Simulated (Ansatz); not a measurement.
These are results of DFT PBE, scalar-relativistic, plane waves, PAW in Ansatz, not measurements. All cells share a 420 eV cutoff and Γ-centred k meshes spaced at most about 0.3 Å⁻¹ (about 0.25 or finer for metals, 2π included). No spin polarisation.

These are static total energies at zero pressure.

Compare these two cells of Cd₃HgTe₄, each relaxed at this level.

A.

```xyz
8
Lattice="4.3181 0.0000 0.0000 0.0000 4.3181 0.0000 0.0000 0.0000 12.3794" Properties=species:S:1:pos:R:3 pbc="T T T"
Cd    0.0000    0.0000    9.2965
Cd    2.1590    2.1590    0.0000
Cd    0.0000    0.0000    3.0829
Hg    2.1590    2.1590    6.1897
Te    0.0000    0.0000    0.0000
Te    2.1590    2.1590    2.9961
Te    0.0000    0.0000    6.1897
Te    2.1590    2.1590    9.3833
```

B.

```xyz
8
Lattice="6.6293 0.0000 0.0000 0.0000 6.6293 0.0000 0.0000 0.0000 6.6293" Properties=species:S:1:pos:R:3 pbc="T T T"
Cd    0.0000    3.3147    3.3147
Cd    3.3147    0.0000    3.3147
Cd    3.3147    3.3147    0.0000
Hg    0.0000    0.0000    0.0000
Te    4.9657    4.9657    1.6636
Te    4.9657    1.6636    4.9657
Te    1.6636    4.9657    4.9657
Te    1.6636    1.6636    1.6636
```

Task: Which form is favoured at zero pressure, and by what margin per atom?

Result: B is lower, by 171 meV/atom. A has Cd and Hg ordered on rock salt sites, space group P4/mmm (No. 123), 28.9 Å³/atom and no gap on its mesh; B has Cd and Hg ordered on zinc blende sites, space group P-43m (No. 215), 36.4 Å³/atom and a gap of 0.18 eV. Counting Te atoms around Cd and Hg (those within 1.25 times the shortest such distance or 1.15 times the sum of covalent radii), A has Cd 6, Hg 6 and B has Cd 4, Hg 4. The lower one is the more open, so pressure narrows the difference. In A, Cd on a site of symmetry 4mm has 6 Te at 3.05–3.11 Å; around Hg lie 6 Te at 3.05–3.19 Å; Te on a site of symmetry 4/mmm is surrounded by 6 Cd at 3.05–3.08 Å; 3 more sites not described. In B, Cd is surrounded by 4 Te at 2.87 Å; Hg has 4 Te at 2.88 Å; around Te lie 3 Cd at 2.87 Å and 1 Hg at 2.88 Å. Both come from invented guesses.

These runs have no spin–orbit coupling, which can matter for Hg and Te. Kohn–Sham gaps at this level usually fall short of measured ones. The missing spin–orbit coupling can work the other way here. Cells relaxed within their symmetry can be saddle points.
